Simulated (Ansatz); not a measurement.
How the vibrations of SiNi change with volume

All numbers below come from DFT PBE, scalar-relativistic, plane waves, PAW in Ansatz. Cutoff 420 eV, 14×12×10 k-points (Γ-centred), Fermi-Dirac smearing of 0.15 eV. No spin polarisation. Phonons by linear response, acoustic sum rule imposed.

Relaxed structure:
```
CELL_PARAMETERS angstrom
3.04305 0.00000 0.00000
0.00000 3.26993 0.00000
0.00000 0.00000 4.71339
ATOMIC_POSITIONS crystal
Si 0.50000 0.50000 0.84317
Si 0.00000 0.00000 0.15683
Ni 0.50000 0.50000 0.34211
Ni 0.00000 0.00000 0.65789
```

In a metal, frequencies depend on the k mesh and the smearing, soft modes most. Spin polarisation was left out, and a magnetic state may lie lower.

Cells at 0.98 and 1.02 times the equilibrium volume were relaxed in shape and atoms; γ = −d ln ν / d ln V, modes matched by rank.

Question: Give the optical frequencies at Γ (cm⁻¹) at the three volumes and the mode Grüneisen parameters.

Answer:
| 0.98 V | V | 1.02 V | γ | degeneracy |
| --- | --- | --- | --- | --- |
| 179 | 174 | 169 | 1.41 | 1 |
| 193 | 186 | 179 | 1.94 | 1 |
| 249 | 240 | 230 | 1.94 | 1 |
| 250 | 242 | 235 | 1.48 | 1 |
| 269 | 256 | 243 | 2.54 | 1 |
| 281 | 270 | 259 | 2.00 | 1 |
| 324 | 306 | 289 | 2.90 | 1 |
| 377 | 368 | 359 | 1.24 | 1 |
| 410 | 400 | 390 | 1.29 | 1 |

Question: What pressures hold the two strained cells, and what bulk modulus follows?

Answer: 3.46 GPa at 0.98 V and -3.11 GPa at 1.02 V, so B = −dP/d ln V ≈ 164 GPa.

This form isn't the usual stable structure of the compound.